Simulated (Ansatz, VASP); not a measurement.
## Zr: VASP beside Ansatz

```xyz
2
Lattice="0.0000 3.0686 3.0686 3.0686 0.0000 3.0686 3.0686 3.0686 0.0000" Properties=species:S:1:pos:R:3 pbc="T T T"
Zr    0.0000    0.0000    0.0000
Zr    1.5343    1.5343    1.5343
```

Alike in both runs: functional PBEsol; k mesh 16 × 16 × 16; occupations gaussian, width 0.1 eV; no spin polarisation.

Ansatz relaxed the structure, and its values are those at the end. VASP's run is a single point on that final structure, the one shown.

|  | VASP | Ansatz |
| --- | --- | --- |
| version | VASP 6.6.1 | Ansatz 0.2.0 |
| potentials or method | VASP PAW PBE potentials, release 64 (Zr_sv) | scalar-relativistic, plane waves, PAW |
| plane-wave cutoff (eV) | 520 | 420 |
| valence electrons in the cell | 24 | 24 |

|  | VASP | Ansatz | Ansatz less VASP |
| --- | --- | --- | --- |
| gap on the k mesh at the Fermi level (eV) | none | none | - |
| pressure (GPa) | 0.8 | 0.0 | -0.78 |

A gap of «none» marks a metal or a gap that the smearing closes.

Caveats: the PAW data sets were made with another functional, which shifts forces and pressure a little (VASP).
